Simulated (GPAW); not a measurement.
# TiAl (P-6m2) in GPAW: a series of runs, part 2 of 2

GPAW 26.7.0.

## Step 4: Relaxation of cell and atoms, PBEsol, target pressure 20 GPa, at which the enthalpy is minimised

Contents of run.py:

```python
from ase import Atoms
from ase.filters import FrechetCellFilter
from ase.io import write
from ase.optimize import BFGS
from ase.units import GPa
from gpaw import GPAW, PW, setup_paths

setup_paths.insert(0, '.')

atoms = Atoms(['Ti', 'Al'],
              cell=[[2.8672622327, 0.0, 0.0],
                    [-1.4336311163, 2.4831219328, 0.0],
                    [0.0, 0.0, 4.678083]],
              scaled_positions=[[0.0, 0.0, 0.0],
                                [0.3333333333, 0.6666666667, 0.5]],
              pbc=True)

calc = GPAW(mode=PW(600),
            xc='PBEsol',
            kpts={'size': (9, 9, 5), 'gamma': True},
            occupations={'name': 'fermi-dirac', 'width': 0.05},
            nbands=17,
            convergence={'density': 1e-05, 'forces': 0.0001},
            maxiter=150,
            txt='gpaw.txt')
atoms.calc = calc
opt = BFGS(FrechetCellFilter(atoms, scalar_pressure=20 * GPa), trajectory='relax.traj', logfile='-')
done = opt.run(fmax=0.02, steps=60)
calc.write('gs.gpw')
write('result.traj', atoms)
print('Converged:', done)
print('Cell:', atoms.cell.cellpar().round(4))
print('Volume:', round(atoms.get_volume(), 4))
print(atoms.get_scaled_positions().round(5))
```

Potentials or basis: PAW data sets generated in the run's folder for this functional, pw.

Run with:

```
$ gpaw-setup -f PBEsol Al Ti
$ OMP_NUM_THREADS=1 python run.py
```

gpaw.txt:

```text
__  _  _
 | _ |_)|_||  |
 |__||  | ||/\| - 26.7.0

Input parameters:
  mode=PW(ecut=600.0),
  convergence={'density': 1e-05, 'forces': 0.0001},
  kpts=MonkhorstPack(size=(9, 9, 5), gamma=True),
  maxiter=150,
  nbands=17,
  occupations=Occupations(name='fermi-dirac', width=0.05),
  xc=XC(name='PBEsol')

Diagonalizing LCAO Hamiltonian
Converting LCAO to pw mode

        Al

       Ti

Atoms  # Å, Bohr magnetons
|   | symbol |         x |        y |        z |    initial magnetic moments |
|---|--------|-----------|----------|----------|-----------------------------|
| 0 |     Ti |  0.000000 | 0.000000 | 0.000000 | ( 0.0000,  0.0000,  0.0000) |
| 1 |     Al | -0.000000 | 1.655415 | 2.339041 | ( 0.0000,  0.0000,  0.0000) |

Unit cell  # Å
| periodic |         x |        y |        z |  lengths |     angles |
|----------|-----------|----------|----------|----------|------------|
|      yes |  2.867262 | 0.000000 | 0.000000 | 2.867262 |  90.000000 |
|      yes | -1.433631 | 2.483122 | 0.000000 | 2.867262 |  90.000000 |
|      yes |  0.000000 | 0.000000 | 4.678083 | 4.678083 | 120.000000 |

Number of symmetries: 12
Symmetry operations  # r_c * U_cc + t_c -> r_c
|    | kind |            matrix            |
|----|------|------------------------------|
|  0 |  σ   |  1, 1, 0,  0,-1, 0,  0, 0, 1 |
|  1 |  C2  |  1, 1, 0,  0,-1, 0,  0, 0,-1 |
|  2 |  E   |  1, 0, 0,  0, 1, 0,  0, 0, 1 |
|  3 |  σ   |  1, 0, 0,  0, 1, 0,  0, 0,-1 |
|  4 |  C3  |  0, 1, 0, -1,-1, 0,  0, 0, 1 |
|  5 |  S3  |  0, 1, 0, -1,-1, 0,  0, 0,-1 |
|  6 |  σ   |  0,-1, 0, -1, 0, 0,  0, 0, 1 |
|  7 |  C2  |  0,-1, 0, -1, 0, 0,  0, 0,-1 |
|  8 |  σ   | -1, 0, 0,  1, 1, 0,  0, 0, 1 |
[... 191 lines left out ...]
No gap
No difference between direct/indirect transitions

Stress tensor  # eV/Ang^3
|         x |         y |        z |
|-----------|-----------|----------|
|  0.017554 | -0.000000 | 0.000000 |
| -0.000000 |  0.017554 | 0.000000 |
|  0.000000 |  0.000000 | 0.021938 |

Forces  # eV/Ang
|       x |        y |       z |
|---------|----------|---------|
| 0.00000 | -0.00000 | 0.00000 |  # Ti   0
| 0.00000 | -0.00000 | 0.00000 |  # Al   1

Interpolating wave functions to new cell

        Al

       Ti

Atoms  # Å, Bohr magnetons
[... 249 lines left out ...]
|      yes |  0.000000 | -0.000000 | 4.409001 | 4.409001 | 120.000000 |

Number of symmetries: 12
Symmetry operations  # r_c * U_cc + t_c -> r_c
|    | kind |            matrix            |
|----|------|------------------------------|
|  0 |  σ   |  1, 1, 0,  0,-1, 0,  0, 0, 1 |
|  1 |  C2  |  1, 1, 0,  0,-1, 0,  0, 0,-1 |
|  2 |  E   |  1, 0, 0,  0, 1, 0,  0, 0, 1 |
|  3 |  σ   |  1, 0, 0,  0, 1, 0,  0, 0,-1 |
|  4 |  C3  |  0, 1, 0, -1,-1, 0,  0, 0, 1 |
|  5 |  S3  |  0, 1, 0, -1,-1, 0,  0, 0,-1 |
|  6 |  σ   |  0,-1, 0, -1, 0, 0,  0, 0, 1 |
|  7 |  C2  |  0,-1, 0, -1, 0, 0,  0, 0,-1 |
|  8 |  σ   | -1, 0, 0,  1, 1, 0,  0, 0, 1 |
[... 194 lines left out ...]
Stress tensor  # eV/Ang^3
|         x |         y |         z |
|-----------|-----------|-----------|
| -0.131889 |  0.000000 |  0.000000 |
|  0.000000 | -0.131889 |  0.000000 |
|  0.000000 |  0.000000 | -0.160237 |

Forces  # eV/Ang
|        x |       y |       z |
|----------|---------|---------|
|  0.00000 | 0.00000 | 0.00000 |  # Ti   0
| -0.00000 | 0.00000 | 0.00000 |  # Al   1

Interpolating wave functions to new cell

        Al
[... 222 lines left out ...]
Stress tensor  # eV/Ang^3
|         x |         y |         z |
|-----------|-----------|-----------|
| -0.116492 |  0.000000 |  0.000000 |
|  0.000000 | -0.116492 |  0.000000 |
|  0.000000 |  0.000000 | -0.138114 |

Forces  # eV/Ang
|       x |       y |       z |
|---------|---------|---------|
| 0.00000 | 0.00000 | 0.00000 |  # Ti   0
| 0.00000 | 0.00000 | 0.00000 |  # Al   1

Interpolating wave functions to new cell

        Al
[... 221 lines left out ...]
Stress tensor  # eV/Ang^3
|         x |         y |         z |
|-----------|-----------|-----------|
| -0.116974 |  0.000000 |  0.000000 |
|  0.000000 | -0.116974 |  0.000000 |
|  0.000000 |  0.000000 | -0.134824 |

Forces  # eV/Ang
|       x |       y |       z |
|---------|---------|---------|
| 0.00000 | 0.00000 | 0.00000 |  # Ti   0
| 0.00000 | 0.00000 | 0.00000 |  # Al   1

Interpolating wave functions to new cell

        Al

       Ti

Atoms  # Å, Bohr magnetons
|   | symbol |         x |        y |        z |    initial magnetic moments |
|---|--------|-----------|----------|----------|-----------------------------|
| 0 |     Ti |  0.000000 | 0.000000 | 0.000000 | ( 0.0000,  0.0000,  0.0000) |
| 1 |     Al | -0.000000 | 1.556225 | 2.240840 | ( 0.0000,  0.0000,  0.0000) |

Unit cell  # Å
| periodic |         x |         y |         z |  lengths |     angles |
|----------|-----------|-----------|-----------|----------|------------|
|      yes |  2.695461 | -0.000000 | -0.000000 | 2.695461 |  90.000000 |
|      yes | -1.347730 |  2.334337 |  0.000000 | 2.695461 |  90.000000 |
|      yes |  0.000000 | -0.000000 |  4.481679 | 4.481679 | 120.000000 |
[... 207 lines left out ...]
Stress tensor  # eV/Ang^3
|         x |         y |         z |
|-----------|-----------|-----------|
| -0.125101 |  0.000000 |  0.000000 |
|  0.000000 | -0.125101 |  0.000000 |
|  0.000000 |  0.000000 | -0.122859 |

Forces  # eV/Ang
|       x |        y |       z |
|---------|----------|---------|
| 0.00000 |  0.00000 | 0.00000 |  # Ti   0
| 0.00000 | -0.00000 | 0.00000 |  # Al   1

Interpolating wave functions to new cell

        Al
[... 220 lines left out ...]
Stress tensor  # eV/Ang^3
|         x |         y |         z |
|-----------|-----------|-----------|
| -0.124681 |  0.000000 |  0.000000 |
|  0.000000 | -0.124681 |  0.000000 |
|  0.000000 |  0.000000 | -0.124810 |

Forces  # eV/Ang
|        x |        y |       z |
|----------|----------|---------|
| -0.00000 |  0.00000 | 0.00000 |  # Ti   0
|  0.00000 | -0.00000 | 0.00000 |  # Al   1

# Writing to gs.gpw (mode='')
```

stdout:

```text
Step          Energy          fmax
BFGS:    0       -7.606955        2.444187
BFGS:    1       -7.812951        1.724641
BFGS:    2       -7.996814        0.492964
BFGS:    3       -8.002549        0.187679
BFGS:    4       -8.003520        0.141250
BFGS:    5       -8.005397        0.027798
BFGS:    6       -8.005396        0.002100
Converged: True
Cell: [  2.6965   2.6965   4.4772  90.      90.     120.    ]
Volume: 28.1932
[[0.      0.      0.     ]
 [0.33333 0.66667 0.5    ]]
```

Run time: 80 s. Hardware: 1 thread of Intel Xeon Platinum 8259CL at 2.50GHz (Skylake/Cascade Lake), shared host; peak memory 0.21 GiB.

What came out:

```yaml
Free_energy: -11.5248 eV
Relaxed_volume: 14.10 Å³/atom
Relaxed_cell: a = 2.697 Å, b = 2.697 Å, c = 4.477 Å, α = 90.00°, β = 90.00°, γ = 120.00°
Space_group_after_relaxing_to_0.05_Å: P-6m2 (No. 187)
Energy_change_on_relaxing_the_enthalpy_is_what_falls: +117.4 meV/atom
Ionic_steps: 7
Pressure_after_relaxing: 20.0 GPa
Band_gap_on_the_k_mesh: none (metal or under the smearing width)
```

The path:
```csv
step,energy change (eV),largest force (eV/Å),pressure (GPa),volume (Å³)
1,0.0000,0.0000,-3.05,33.31
2,0.0010,0.0000,2.70,31.64
3,0.2878,0.0000,22.64,27.85
4,0.2307,0.0000,19.82,28.26
5,0.2281,0.0000,19.69,28.27
6,0.2339,0.0000,19.92,28.20
7,0.2347,0.0000,19.98,28.19
```

Final structure:
```yaml
crystal:
  lattice:
    - [2.69653, 0.00000, 0.00000]
    - [-1.34826, 2.33526, 0.00000]
    - [0.00000, 0.00000, 4.47718]
  atoms:
    - { symbol: Ti, position: [0.00000, 0.00000, 0.00000] }
    - { symbol: Al, position: [0.33333, 0.66667, 0.50000] }
```

Caveat: later steps reuse the first step's grids; the volume moved by over 15 % at a fixed basis, so the end points are rough.

## Step 5: Relaxation of cell and atoms, PBEsol, target pressure 30 GPa, at which the enthalpy is minimised

run.py: that of step 4 with these lines changed.

```diff
@@ -26,3 +26,3 @@
 atoms.calc = calc
-opt = BFGS(FrechetCellFilter(atoms, scalar_pressure=20 * GPa), trajectory='relax.traj', logfile='-')
+opt = BFGS(FrechetCellFilter(atoms, scalar_pressure=30 * GPa), trajectory='relax.traj', logfile='-')
 done = opt.run(fmax=0.02, steps=60)
```

Run with:

```
$ gpaw-setup -f PBEsol Al Ti
$ OMP_NUM_THREADS=1 python run.py
```

Wall time 67 s (1 thread of Intel Xeon Platinum 8259CL at 2.50GHz (Skylake/Cascade Lake), shared host); peak memory 0.2 GiB.

Results (log left out):

```
Free energy                                            : -11.3051 eV
Relaxed volume                                         : 13.40 Å³/atom
Relaxed cell                                           : a = 2.647 Å, b = 2.647 Å, c = 4.417 Å, α = 90.00°, β = 90.00°, γ = 120.00°
Space group after relaxing (to 0.05 Å)                 : P-6m2 (No. 187)
Energy change on relaxing (the enthalpy is what falls) : +226.9 meV/atom
Ionic steps                                            : 6
Pressure after relaxing                                : 30.0 GPa
Band gap on the k mesh                                 : none (metal or under the smearing width)
```

Stress tensor (GPa, compression positive):
```
30.15  0.00  0.00
 0.00 30.15  0.00
 0.00  0.00 29.80
```

Step by step:
| step | energy change (eV) | largest force (eV/Å) | pressure (GPa) | volume (Å³) |
| --- | --- | --- | --- | --- |
| 1 | 0.0000 | 0.0000 | -3.05 | 33.31 |
| 2 | 0.0206 | 0.0000 | 5.56 | 30.94 |
| 3 | 0.5624 | 0.0000 | 34.58 | 26.32 |
| 4 | 0.4431 | 0.0000 | 29.67 | 26.89 |
| 5 | 0.4421 | 0.0000 | 29.63 | 26.89 |
| 6 | 0.4538 | 0.0000 | 30.03 | 26.81 |

Final structure:
```
CELL_PARAMETERS angstrom
2.64724 0.00000 0.00000
-1.32362 2.29258 0.00000
0.00000 0.00000 4.41728
ATOMIC_POSITIONS crystal
Ti 0.00000 0.00000 0.00000
Al 0.33333 0.66667 0.50000
```

Levels at points of the mesh, in eV from the Fermi level:
| k point | band 5 | band 6 | band 7 | band 8 | band 9 | band 10 |
| --- | --- | --- | --- | --- | --- | --- |
| (0.00, 0.00, 0.00) | -10.14 | -2.66 | -2.16 | 1.50 | 1.50 | 3.58 |

Caveat: later steps reuse the first step's grids; the volume moved by over 15 % at a fixed basis, so the end points are rough.

## Step 6: Summary

| cell | target pressure | gap on the mesh (eV) | pressure (GPa) |
| --- | --- | --- | --- |
| relaxed to 5 GPa | 5 GPa | none | 4.9 |
| relaxed to 10 GPa | 10 GPa | none | 9.9 |
| relaxed to 20 GPa | 20 GPa | none | 20.0 |
| relaxed to 30 GPa | 30 GPa | none | 30.0 |

Alike in all rows: task relaxation of cell and atoms; level PBEsol; potentials or basis PAW data sets generated in the run's folder for this functional, pw; no spin polarisation; k mesh 9 × 9 × 5; cutoff (eV) 600; smearing fermi-dirac 0.05 eV.

Caveats: later steps reuse the first step's grids; the volume moved by over 15 % at a fixed basis, so the end points are rough (some runs).

Absolute energies hang on the potentials; compare differences alone.
